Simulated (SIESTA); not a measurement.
Crystal: Bi2Se3 (Paraguanajuatite).

```
Bi Se
1.0
     2.07150    1.19598    9.54533
    -2.07150    1.19598    9.54533
     0.00000   -2.39196    9.54533
Bi Se
2 3
Direct
  0.59920 0.59920 0.59920
  0.40080 0.40080 0.40080
  0.78830 0.78830 0.78830
  0.21170 0.21170 0.21170
  0.00000 0.00000 0.00000
```

Base run:

```yaml
Program: SIESTA 5.4.2
Functional: PBE
Potentials_or_basis: PseudoDojo 0.4 standard (PBE files)
Basis: TZDP (energy shift 0.05 Ry)
Grid_cutoff: 500 Ry
Energy_shift: 0.05 Ry
k_mesh: 8 × 8 × 8
Occupations: fermi-dirac, width 0.05 eV
Spin: no spin polarisation
```

Its results: band gap on the k mesh 0.53 eV, direct; pressure -13.2 GPa; largest force 0.308 eV/Å.

Q: The run is repeated on the same cell with these changes: basis from TZDP (energy shift 0.05 Ry) to DZ (energy shift 0.02 Ry); energy shift from 0.05 Ry to 0.02 Ry. What comes out?

A: Band gap on the k mesh 0.06 eV, direct; pressure -0.6 GPa; largest force 0.625 eV/Å.

Caveats: semicore shells carry a single zeta, which can move pressures by several GPa and volumes by a few percent; spin-orbit coupling is left out, which as a rule narrows the gap of such compounds by several tenths of an eV; the basis of atomic orbitals isn't converged, which shifts pressures, moduli and gaps; the basis has no polarisation orbitals (some runs).
